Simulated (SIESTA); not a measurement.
## FeO under changes of volume

One of the cells (10.695 Å³/atom); the others are scaled copies at fixed shape and fractional positions:

```
CELL_PARAMETERS angstrom
-1.60210 1.60210 2.08339
1.60210 -1.60210 2.08339
1.60210 1.60210 -2.08339
ATOMIC_POSITIONS crystal
Fe 0.00000 0.00000 0.00000
O 0.50000 0.50000 0.00000
```

The cell comes from a database or a generator and needn't be the stable form of this composition.

- Program: SIESTA 5.4.2
- Functional: LDA
- Potentials or basis: PseudoDojo 0.4 standard (LDA files)
- Basis: DZP (energy shift 0.003 Ry; two zetas on semicore shells)
- Grid cutoff: 800 Ry
- Energy shift: 0.003 Ry
- k mesh: 9 × 9 × 9
- Occupations: fermi-dirac, width 0.05 eV
- Spin: collinear spin, ferromagnetic start
- Starting moments: [3.0, 0.0] μB

| volume (Å³/atom) | energy over the lowest point (meV/atom) | pressure (GPa) |
| --- | --- | --- |
| 10.053 | 0.00 | -13.1 |
| 10.267 | 19.70 | -16.4 |
| 10.481 | 43.70 | -19.4 |
| 10.695 | 71.36 | -21.9 |
| 10.909 | ? | ? |
| 11.123 | 135.87 | -26.1 |
| 11.337 | 172.11 | -27.9 |

What does the run at 10.909 Å³/atom give?

Energy over the lowest point 102.17 meV/atom; pressure -24.1 GPa.

Worked out: A Birch-Murnaghan fit of order 3 (a polynomial in V^(-2/3)) to the other rows has no minimum within the range. It gives 102.20 meV/atom at 10.909 Å³/atom, against the run's 102.17, and -dE/dV = -24.2 GPa, against -24.1.

Energies are extrapolated to zero smearing.

Caveats: short orbitals over semicore shells can move pressures by several GPa; the basis of atomic orbitals isn't converged, which shifts pressures, moduli and gaps; a cell with one magnetic atom can't hold antiferromagnetic order, which such compounds often take.
